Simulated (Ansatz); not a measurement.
Ionic part of the dielectric constant of CaF₂ at 20 GPa, mode by mode

Theory: DFT PBEsol, scalar-relativistic, plane waves, PAW in Ansatz. Settings: 420 eV plane-wave cutoff, Γ-centred 8×8×8 mesh, fixed occupations. No spin polarisation. Phonons by linear response, acoustic sum rule imposed.

It takes space group Fm-3m (No. 225, cubic). Conventional cell: a = 5.138 Å, b = 5.138 Å, c = 5.138 Å, α = 90.00°, β = 90.00°, γ = 90.00°. Ca (site symmetry m-3m) has 8 F at 2.22 Å as nearest neighbours. F (site symmetry -43m) has 4 Ca at 2.22 Å as nearest neighbours.

The real crystal has changed phase below this pressure.

The primitive cell has V = 33.91 Å³ and ε∞,zz = 2.443. Each polar mode adds Δε = (4.92064×10⁷/V)·S/ν² along z, with S its oscillator strength in e²/amu, ν in cm⁻¹ and V in Å³.

**Question.** From these modes, find each Δε and ε0,zz.
| ν (cm⁻¹) | S_zz (e²/amu) |
| --- | --- |
| 363.1 | 0.3003 |

**Answer.**
```csv
ν (cm⁻¹),Δε
363.1,3.30
```

The sum is 3.305, so ε0,zz = 5.75; the run's tensor has 5.75.

**Question.** Where do the longitudinal modes lie for a wave vector along z?

**Answer.** At 557 cm⁻¹. The Lyddane–Sachs–Teller product Π(ν_LO/ν_TO)² = 2.35 matches ε0/ε∞ = 2.35.

Cost: 1 run of about 0.48 core-minutes, on Arm Neoverse V1 (shared hosts).

The lattice contributes more to the static dielectric constant than the electrons do, 3.305 against 2.443, and all of it comes from the one polar mode at 363.1 cm⁻¹. In fluorite this is the triply degenerate motion of the Ca sublattice against the F sublattices. The Raman-active mode, in which the two F sublattices move oppositely, carries no dipole by symmetry.

The balance reflects strongly ionic bonding: the filled F 2p shell is tightly bound and polarises weakly, while the relative displacement of the ions carries a large effective charge. The oscillator strength implies a Ca Born charge somewhat above the nominal 2+, suggesting modest charge transfer as the ions move. That same charge, only weakly screened by the electrons, produces the long-range field that lifts the longitudinal mode to 557 cm⁻¹.

Compression normally stiffens the transverse mode in fluorites through short-range repulsion and so reduces the ionic response, but a single volume cannot establish that trend here.
